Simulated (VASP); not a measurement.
Crystal: ZnS (Wurtzite-4H).

```
CELL_PARAMETERS angstrom
3.82270 0.00000 0.00000
-1.91135 3.31056 0.00000
0.00000 0.00000 12.52000
ATOMIC_POSITIONS crystal
Zn 0.66667 0.33333 0.75000
Zn 0.33333 0.66667 0.25000
Zn 0.00000 0.00000 0.50000
Zn 0.00000 0.00000 0.00000
S 0.66667 0.33333 0.93750
S 0.33333 0.66667 0.43750
S 0.00000 0.00000 0.68750
S 0.00000 0.00000 0.18750
```

```yaml
Program: VASP 6.6.1
Task: single point
Functional: PBE
Potentials_or_basis: VASP PAW PBE potentials, release 64 (Zn, S)
Cutoff: 520 eV
k_mesh: 8 × 8 × 3
Occupations: fermi-dirac, width 0.05 eV
Spin: no spin polarisation
```

On this cell: pressure 1.5 GPa; largest force 0.044 eV/Å; band gap on the k mesh 2.13 eV, direct.

The same run follows on a disturbed copy (atoms moved at random, drawn with an rms of 0.05 Å):

```xyz
8
Lattice="3.8227 0.0000 0.0000 -1.9114 3.3106 0.0000 0.0000 0.0000 12.5200" Properties=species:S:1:pos:R:3 pbc="T T T"
Zn    1.8645    1.1091    9.3885
Zn   -0.0711    2.1574    3.1048
Zn   -0.0129   -0.0013    6.3002
Zn    0.0343   -0.0024   -0.0430
S     1.9447    1.0967   11.7622
S     0.0414    2.2136    5.4234
S     0.0618   -0.0243    8.6244
S    -0.0360    0.0137    2.3859
```

Q: What changes?

A: The energy moves by +15.6 meV/atom; pressure 1.7 GPa; largest force 0.844 eV/Å; band gap on the k mesh 2.01 eV, direct.

Forces in eV/Å, atoms in the order of the input:
```
Zn   0.598 -0.074  0.225
Zn   0.193  0.438  0.065
Zn   0.278  0.062 -0.480
Zn  -0.020 -0.022  0.585
S   -0.032  0.041 -0.304
S   -0.287 -0.080  0.683
S   -0.622  0.090 -0.070
S   -0.109 -0.454 -0.704
```

Stress tensor (GPa, compression positive):
```
1.64 0.60 0.64
0.60 2.40 0.26
0.64 0.26 1.18
```

Caveats: an odd mesh through Γ misses points on the zone boundary, where band edges often lie.
